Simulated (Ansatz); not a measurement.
Runs of Ansatz 0.2.0 on AgBr. Symmetry: Fm-3m, No. 225, cubic system. The conventional cell has a = 5.740 Å, b = 5.740 Å, c = 5.740 Å, α = 90.00°, β = 90.00°, γ = 90.00°. Ag (site symmetry m-3m) has 6 Br at 2.87 Å as nearest neighbours. Around Br (site symmetry m-3m) lie 6 Ag at 2.87 Å. 

| task | level | U | cell | k mesh | cutoff (eV) | points for each segment of the path | hubbard projectors | double counting | mesh quality | gap on the mesh (eV) | pressure (GPa) | relaxed volume (Å³/atom) |
| --- | --- | --- | --- | --- | --- | --- | --- | --- | --- | --- | --- | --- |
| band structure | PBEsol+U | Ag d U = 1 eV | as given | 8 × 8 × 8 | 420 | 14 | ortho-atomic (the default) | fll (the default) | not flagged | 0.68 | -1.5 | - |
| relaxation of cell and atoms | BPBE | - | relaxed | 8 × 8 × 8 | 420 | - | - | - | not flagged | (d) | 0.0 | 24.84 |
| single point | PBE | - | as given | 8 × 8 × 8 | 600 | - | - | - | not flagged | 0.67 | 2.3 | - |
| relaxation of cell and atoms | B3LYP | - | relaxed | 4 × 4 × 4 | 420 | - | - | - | coarse | 2.35 | 0.0 | 26.60 |
| relaxation of cell and atoms | RPBE+D3(BJ) | - | relaxed | 8 × 8 × 8 | 420 | - | - | - | not flagged | (a) | 0.0 | (b) |
| relaxation of cell and atoms | revPBE | - | relaxed | 8 × 8 × 8 | 420 | - | - | - | not flagged | 0.85 | 0.0 | 26.31 |
| relaxation of cell and atoms | PBEsol+D4 | - | relaxed | 8 × 8 × 8 | 420 | - | - | - | not flagged | 0.50 | 0.0 | (c) |

Alike in all rows: potentials or basis Ansatz PAW; no spin polarisation; smearing fermi-dirac 0.05 eV.

Question: Estimate the missing entries.

Answer: (a) 0.87; (b) 19.92; (c) 22.22; (d) 0.69.

Caveats: some runs use coarse meshes; the PAW data sets come from PBE, with cores solved anew for the run's functional, which leaves a small shift of forces and pressure (some runs); the plane-wave basis is chosen anew once the cell has moved, so the energies of steps on either side of that aren't comparable (some runs); the volume moved by +12 % from the deposited cell, more than functionals usually miss (some runs); the volume moved by over 15 % at a fixed basis, so the end points are rough (some runs); the volume moved by -16 % from the deposited cell, more than functionals usually miss (some runs); the volume moved by +11 % from the deposited cell, more than functionals usually miss (some runs).

A k mesh can miss the band edges, and the runs leave out spin-orbit coupling on Ag, Br.
